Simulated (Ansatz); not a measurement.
# Polytypes of Al

Level of theory: Ansatz 0.2.0, DFT PBE+D3(BJ), scalar-relativistic, plane waves, PAW. All cells share a 420 eV cutoff and Γ-centred k meshes spaced at most about 0.3 Å⁻¹ (about 0.25 or finer for metals, 2π included). No spin polarisation.

Temperature and zero-point effects are left out. The forms differ only in how their close-packed layers are stacked. A layer counts as hexagonal where its two neighbours sit on the same positions.

```tsv
polytype	space group	source	atoms	hexagonal layers (%)	V (Å³/atom)	gap on mesh (eV)	E − E(3C) (meV/atom)
3C	Fm-3m (No. 225)	Materials Project, matches COD	1	0	15.79	0	0.0
4H	P6_3/mmc (No. 194)	Materials Project	4	50	15.85	0	?
2H	P6_3/mmc (No. 194)	Materials Project	2	100	15.92	0	34.8
```

**Question.** Estimate the missing energy, supposing that each hexagonal layer changes the energy by the same amount.

**Answer.** The 2H form is all hexagonal, so the change at 100 % is 34.8 meV/atom. At a share of 1/2 that gives 1/2 × (34.8) = 17.4 meV/atom. The computed value is 10.8 meV/atom, 6.6 lower. The miss is 19 % of the 2H value; coupling to layers beyond the nearest and some meV of mesh noise can account for it. Its cell:

```cif
data_structure
_symmetry_space_group_name_H-M 'P 1'
_symmetry_Int_Tables_number 1
_cell_length_a 2.8148
_cell_length_b 2.8148
_cell_length_c 9.2418
_cell_angle_alpha 90.000
_cell_angle_beta 90.000
_cell_angle_gamma 120.000
_cell_volume 63.41
loop_
_atom_site_label
_atom_site_type_symbol
_atom_site_fract_x
_atom_site_fract_y
_atom_site_fract_z
_atom_site_occupancy
Al1 Al 0.00000 0.00000 0.00000 1
Al2 Al 0.33333 0.66667 0.25000 1
Al3 Al 0.00000 0.00000 0.50000 1
Al4 Al 0.66667 0.33333 0.75000 1
```
